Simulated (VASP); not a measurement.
# Si (I4/mmm) in VASP: notebook, part 2 of 3

VASP 6.6.1. The steps go on from the part before.

## 3. Single point, PBE

The input, run.py:

```python
from ase.calculators.vasp import Vasp
from ase.dft.bandgap import bandgap
from ase.io import read

atoms = read('Si.xyz')
calc = Vasp(
    directory='calc',
    xc='pbe',
    pp='PBE',
    setups='gw',
    prec='Accurate',
    encut=550,
    ediff=1e-06,
    ismear=0,
    sigma=0.05,
    lreal=False,
    lasph=True,
    nelm=60,
    algo='Normal',
    isif=2,
    lwave=False,
    lcharg=False,
    kpts=[8, 8, 8],
    gamma=True,
    nbands=16,
)
atoms.calc = calc

print('energy (eV):', atoms.get_potential_energy())
print('free energy (eV):', atoms.get_potential_energy(force_consistent=True))
print('forces (eV/A):')
print(atoms.get_forces())
print('stress (eV/A^3, Voigt):', atoms.get_stress())
print('Fermi level (eV):', calc.get_fermi_level())
gap, top, bottom = bandgap(calc)
print('band gap (eV):', gap, 'from (spin, k, band)', top, 'to', bottom)
```

The input, Si.xyz:

```xyz
4
Lattice="-3.3254442900 3.3254442900 1.9223856600 3.3254442900 -3.3254442900 1.9223856600 3.3254442900 3.3254442900 -1.9223856600" Properties=species:S:1:pos:R:3 pbc="T T T"
Si    -2.1362583620      2.1362583620      1.9223856600
Si     2.1362583620     -2.1362583620      1.9223856600
Si     2.1362583620      2.1362583620      1.9223856600
Si     1.1891859280      1.1891859280      0.0000000000
```

Potentials or basis: VASP PAW PBE potentials, release 64 (Si_GW).

Run with:

```sh
$ python run.py
```

The program printed:

```text
energy (eV): -21.27897498
free energy (eV): -21.27897511
forces (eV/A):
[[-0.00585371  0.00585371 -0.        ]
 [ 0.00585371 -0.00585371  0.        ]
 [ 0.00585371  0.00585371 -0.        ]
 [-0.00585371 -0.00585371 -0.        ]]
stress (eV/A^3, Voigt): [-0.00850287 -0.00850287 -0.00843663  0.          0.         -0.        ]
Fermi level (eV): 5.2371776
band gap (eV): 0.25899999999999945 from (spin, k, band) (0, np.int64(58), np.int64(7)) to (0, np.int64(44), np.int64(8))
```

OUTCAR:

```text
ENCUT = 550.000000
   EDIFF = 1.00e-06
   GGA = PE
   PREC = Accurate
   ISIF = 2
   ISMEAR = 0
   NELM = 60
   LASPH = .TRUE.
   LREAL = .FALSE.

 ion  position               nearest neighbor table
   1  0.821  0.179  0.000-   2 2.34   2 2.34   4 2.38   3 2.38
   2  0.179  0.821  0.000-   1 2.34   1 2.34   4 2.38   3 2.38
   3  0.821  0.821  0.642-   4 2.34   4 2.34   1 2.38   2 2.38
   4  0.179  0.179  0.358-   3 2.34   3 2.34   2 2.38   1 2.38

  LATTYP: Found a body centered tetragonal cell.
 ALAT       =     6.6508885800
 C/A-ratio  =     0.5780838566

  Lattice vectors:

 A1 = (  -3.3254442900,   3.3254442900,   1.9223856600)
 A2 = (   3.3254442900,  -3.3254442900,   1.9223856600)
 A3 = (   3.3254442900,   3.3254442900,  -1.9223856600)

Analysis of symmetry for initial positions (statically):
=====================================================================
 Subroutine PRICEL returns:
 Original cell was already a primitive cell.

 Routine SETGRP: Setting up the symmetry group for a
 body centered tetragonal supercell.

 Subroutine GETGRP returns: Found 16 space group operations
 (whereof 16 operations were pure point group operations)
 out of a pool of 16 trial point group operations.

The static configuration has the point symmetry D_4h.

Analysis of symmetry for dynamics (positions and initial velocities):
=====================================================================
 Subroutine PRICEL returns:
 Original cell was already a primitive cell.

 Routine SETGRP: Setting up the symmetry group for a
 body centered tetragonal supercell.

 Subroutine GETGRP returns: Found 16 space group operations
 (whereof 16 operations were pure point group operations)
 out of a pool of 16 trial point group operations.

The dynamic configuration has the point symmetry D_4h.

 Subroutine INISYM returns: Found 16 space group operations
 (whereof 16 operations are pure point group operations),
 and found     1 'primitive' translations

----------------------------------------------------------------------------------------

                                     Primitive cell

  volume of cell :      85.0354

  direct lattice vectors                    reciprocal lattice vectors
    -3.325444290  3.325444290  1.922385660     0.000000000  0.150355849  0.260093492
     3.325444290 -3.325444290  1.922385660     0.150355849  0.000000000  0.260093492
     3.325444290  3.325444290 -1.922385660     0.150355849  0.150355849  0.000000000

  length of vectors
     5.080622607  5.080622607  5.080622607     0.300425542  0.300425542  0.212635281

[... 90 lines left out ...]
   ISIF   =      2    stress and relaxation
   ISYM   =      2    0-nonsym 1-usesym 2-fastsym
   POTIM  = 0.5000    time-step for ionic-motion
   TEBEG  =    0.0;   TEEND  =   0.0 temperature during run
   PSTRESS=    0.0 pullay stress
   NELECT =      16.0000    total number of electrons
   NUPDOWN=      -1.0000    fix difference up-down
   EMIN   =  10.00;   EMAX   =-10.00  energy-range for DOS
   EFERMI =   0.00;   METHOD = LEGACY
   ISMEAR =     0;   SIGMA  =   0.05  broadening in eV -4-tet -1-fermi 0-gaus
   EFERMI_NEDOS =   21; number of points for ismear=-14 and -15
   IALGO  =     38    algorithm
   IMIX   =      4    mixing-type and parameters
     AMIX     =   0.40;   BMIX     =  1.00
     AMIX_MAG =   1.60;   BMIX_MAG =  1.00
  volume/ion in A,a.u.               =      21.26       143.46
  Fermi-wavevector in a.u.,A,eV,Ry     =   0.938098  1.772748 11.973506  0.880028
  Thomas-Fermi vector in A             =   2.065276
   LORBIT       =      0    0 simple, 1 ext, 2 COOP (PROOUT), +10 PAW based schemes
   GGA     = PE    functional components
   LHFCALC =     F    Hartree Fock is set to
   AEXX    =    0.0000 exact exchange contribution
   IVDW    =     0    specifies the selected vdW correction
   LEPSILON=     F    determine dielectric tensor
   LRPA    =     F    only Hartree local field effects (RPA)
 non-spin polarized calculation
 Gauss-broadening in eV      SIGMA  =   0.05
  energy-cutoff  :      550.00
  volume of cell :       85.04
 maximum number of plane-waves:      2519
   NGX = 19   NGY = 19   NGZ = 19

 number of electron      16.0000000 magnetization

 Free energy of the ion-electron system (eV)
  ---------------------------------------------------
  ext. energy  EPLUGINS =         0.00000000
  ---------------------------------------------------
  free energy    TOTEN  =       -21.27897511 eV

  energy without entropy =      -21.27897485  energy(sigma->0) =      -21.27897498

 E-fermi :   5.2372     XC(G=0):  -9.0718

 val. band max:        5.1076578810   @ k =   0.5000   0.5000   0.5000
 cond. band min:       5.3666993788   @ k =   0.2500   0.2500   0.2500
 fundamental gap:      0.2590414978
 Fermi energy:         5.2371775977

 k-point     1 :       0.0000    0.0000    0.0000
  band No.  band energies     occupation
      1      -6.9430      2.00000
      2      -2.7237      2.00000
      3      -0.4643      2.00000
      4      -0.4643      2.00000
      5       1.3510      2.00000
      6       3.6127      2.00000
[... 433 lines left out ...]
      3      -2.6097      2.00000
      4      -1.4305      2.00000
      5       1.2082      2.00000
      6       2.2753      2.00000
[... 8 lines left out ...]
     15      12.4499      0.00000
     16      13.5156      0.00000

 [... further k-points ...]

------------------------ aborting loop because EDIFF is reached ----------------------------------------

  FORCE on cell =-STRESS in cart. coord.  units (eV):
  Direction    XX          YY          ZZ          XY          YZ          ZX
  --------------------------------------------------------------------------------------
  -------------------------------------------------------------------------------------
  Total        0.7230450      0.7230450      0.7174119      0.0000000     -0.0000000     -0.0000000
  in kB       13.6231038     13.6231038     13.5169675      0.0000000     -0.0000000     -0.0000000
  external PRESSURE =      13.5877250 kB  Pullay stress =       0.0000000 kB

 VOLUME and BASIS-vectors are now :
 -----------------------------------------------------------------------------
  energy-cutoff  :      550.00
  volume of cell :       85.04
      direct lattice vectors                 reciprocal lattice vectors
    -3.325444290  3.325444290  1.922385660     0.000000000  0.150355849  0.260093492
     3.325444290 -3.325444290  1.922385660     0.150355849  0.000000000  0.260093492
     3.325444290  3.325444290 -1.922385660     0.150355849  0.150355849  0.000000000

 POSITION                                       TOTAL-FORCE (eV/Angst)
 -----------------------------------------------------------------------------------
     -2.13626      2.13626      1.92239        -0.005854      0.005854     -0.000000
      2.13626     -2.13626      1.92239         0.005854     -0.005854      0.000000
      2.13626      2.13626      1.92239         0.005854      0.005854     -0.000000
      1.18919      1.18919      0.00000        -0.005854     -0.005854     -0.000000
 -----------------------------------------------------------------------------------
    total drift:                               -0.000000      0.000000      0.000000

  FREE ENERGIE OF THE ION-ELECTRON SYSTEM (eV)
  ---------------------------------------------------
  free  energy   TOTEN  =       -21.2789751140 eV

  energy  without entropy=      -21.2789748455  energy(sigma->0) =      -21.27897498
```

INCAR:

```text
ENCUT = 550.000000
SIGMA = 0.050000
EDIFF = 1.00e-06
ALGO = Normal
GGA = PE
PREC = Accurate
ISIF = 2
ISMEAR = 0
NBANDS = 16
NELM = 60
LASPH = .TRUE.
LCHARG = .FALSE.
LWAVE = .FALSE.
LREAL = .FALSE.
```

Wall time 92 s (1 thread of Intel Xeon Platinum 8559C (Emerald Rapids), shared host); peak memory 0.27 GiB.

What came out:

* Free energy: -21.2790 eV
* Pressure: 1.4 GPa
* Largest force: 0.008 eV/Å
* Band gap on the k mesh: 0.26 eV, indirect (least direct gap 0.39 eV)

Forces on the atoms (eV/Å):
```
Si  -0.006  0.006  0.000
Si   0.006 -0.006  0.000
Si   0.006  0.006  0.000
Si  -0.006 -0.006  0.000
```

A k mesh can miss the band edges. Expect the measured gap to be larger: semilocal functionals such as PBE lack the derivative discontinuity.

## 4. Single point, HSE06+D3(BJ), collinear spin, ferromagnetic start

The input, POSCAR:

```
Si
5.0806
   -0.654537710113      0.654537710113      0.378377683738
    0.654537710113     -0.654537710113      0.378377683738
    0.654537710113      0.654537710113     -0.378377683738
Si
4
Direct
    0.8211989400      0.1788010600      0.0000000000
    0.1788010600      0.8211989400      0.0000000000
    0.8211989400      0.8211989400      0.6423978800
    0.1788010600      0.1788010600      0.3576021200
```

The input, INCAR.step1:

```
SYSTEM = Si
ALGO = Normal ; EDIFF = 1E-5
ENCUT = 520 ; GGA = PE
ISIF = 2 ; ISMEAR = 0
ISPIN = 2 ; LASPH = .TRUE.
LORBIT = 11 ; LREAL = .FALSE.
LWAVE = .TRUE. ; MAGMOM = 0.5 0.5 0.5 0.5
NELM = 80 ; PREC = Accurate
SIGMA = 0.05
```

The input, INCAR.step2:

```
SYSTEM = Si
ALGO = Normal ; EDIFF = 1E-6
ENCUT = 520 ; GGA = PE
HFSCREEN = 0.2 ; ISIF = 2
ISMEAR = 0 ; ISPIN = 2
ISTART = 1 ; IVDW = 12
LASPH = .TRUE. ; LCHARG = .TRUE.
LELF = .TRUE. ; LHFCALC = .TRUE.
LORBIT = 11 ; LREAL = .FALSE.
LVHAR = .TRUE. ; LWAVE = .FALSE.
MAGMOM = 0.5 0.5 0.5 0.5 ; NELM = 80
PREC = Accurate ; PRECFOCK = Fast
SIGMA = 0.05 ; VDW_A1 = 0.383
VDW_A2 = 5.685 ; VDW_S6 = 1.0
VDW_S8 = 2.31
```

The input, KPOINTS:

```
k-points
0
G
  4 4 4
  0 0 0
```

Potentials or basis: VASP PAW PBE potentials, release 64 (Si).

Run with:

```sh
$ cat potpaw_PBE.64/Si/POTCAR > POTCAR
$ cp INCAR.step1 INCAR
$ mpirun -np 1 vasp_std > vasp.out
$ cp INCAR.step2 INCAR
$ mpirun -np 1 vasp_std > vasp.out
```

Wall time 8.1 min (1 thread of Intel Xeon Platinum 8559C (Emerald Rapids), shared host); peak memory 0.36 GiB.

It converged, with:

```yaml
Free_energy: -26.0420 eV
Pressure: -2.7 GPa
Largest_force: 0.011 eV/Å
Band_gap_on_the_k_mesh: 0.84 eV, indirect (least direct gap 0.98 eV)
Net_moment: 0.00 μB per cell
Valence_electrons_inside_the_program's_atomic_spheres: Si 1.72
Dispersion_energy_per_atom: -0.347 eV
```

Forces in eV/Å, atoms in the order of the input:
```
Si  -0.008  0.008  0.000
Si   0.008 -0.008  0.000
Si   0.008  0.008  0.000
Si  -0.008 -0.008  0.000
```

Stress tensor (GPa, compression positive):
```
-2.98  0.00  0.00
 0.00 -2.98  0.00
 0.00  0.00 -2.19
```

Levels at points of the mesh, in eV from the valence-band top:
Spin up:
```csv
k point,band 5,band 6,band 7,band 8,band 9,band 10,band 11,band 12
"(0.00, 0.00, 0.00)",-4.07,-1.68,-1.68,-0.61,2.10,2.31,2.31,3.05
"(0.50, 0.00, 0.00)",-4.77,-3.77,-2.60,-1.58,1.43,3.11,3.74,4.29
"(0.50, 0.50, 0.00)",-3.10,-2.21,-1.98,-1.82,2.32,2.56,2.62,4.83
"(0.50, 0.50, 0.50)",-3.27,-0.29,0.00,0.00,0.98,4.17,4.35,4.88
```
Spin down:
```
           k point  band 5  band 6  band 7  band 8  band 9  band 10  band 11  band 12
(0.00, 0.00, 0.00)   -4.07   -1.68   -1.68   -0.61    2.10     2.31     2.31     3.05
(0.50, 0.00, 0.00)   -4.77   -3.77   -2.60   -1.58    1.43     3.11     3.74     4.29
(0.50, 0.50, 0.00)   -3.10   -2.21   -1.98   -1.82    2.32     2.56     2.62     4.83
(0.50, 0.50, 0.50)   -3.27   -0.29    0.00    0.00    0.98     4.17     4.35     4.88
```

Caveat: the k mesh is coarse (spacing up to 0.47 Å⁻¹), so the values aren't converged, least of all with exact exchange; the PAW data sets were made with another functional, which shifts forces and pressure a little. A k mesh can miss the band edges.

(Part 2 of 3 ends here.)
